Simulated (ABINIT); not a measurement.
The system is AlPt.

```
CELL_PARAMETERS angstrom
3.09155 0.00000 0.00000
0.00000 3.09155 0.00000
0.00000 0.00000 3.09155
ATOMIC_POSITIONS crystal
Pt 0.50000 0.50000 0.50000
Al 0.00000 0.00000 0.00000
```

Measurements of this composition are mostly on another form, of space group No. 198.

| Item | Value |
| --- | --- |
| Program | ABINIT 10.8.3 (patched build) |
| Task | relaxation of cell and atoms |
| Functional | LDA |
| Potentials or basis | PseudoDojo NC SR LDA v0.4.1 standard |
| Cutoff | 1088 eV |
| k mesh | 7 × 7 × 7 |
| Occupations | fermi-dirac, width 0.05 eV |
| Spin | no spin polarisation |

At the start: pressure -10.4 GPa; volume 14.77 Å³/atom.

Task: How do energy, volume and symmetry change on relaxing?

Result: Over 5 steps the energy falls by 27.0 meV/atom and the volume is 13.98 Å³/atom (-5.4 %); space group Pm-3m (No. 221, to 0.05 Å).

Step by step:
```tsv
step	energy change (eV)	largest force (eV/Å)	pressure (GPa)	volume (Å³)
1	0.0000	0.0000	-10.36	29.55
2	-0.0441	0.0000	-4.72	28.62
3	-0.0540	0.0000	0.44	27.90
4	-0.0541	0.0000	-0.02	27.96
5	-0.0541	0.0000	0.00	27.96
```

Final structure:
```
CELL_PARAMETERS angstrom
3.03520 0.00000 0.00000
0.00000 3.03520 0.00000
0.00000 0.00000 3.03520
ATOMIC_POSITIONS crystal
Pt 0.50000 0.50000 0.50000
Al 0.00000 0.00000 0.00000
```
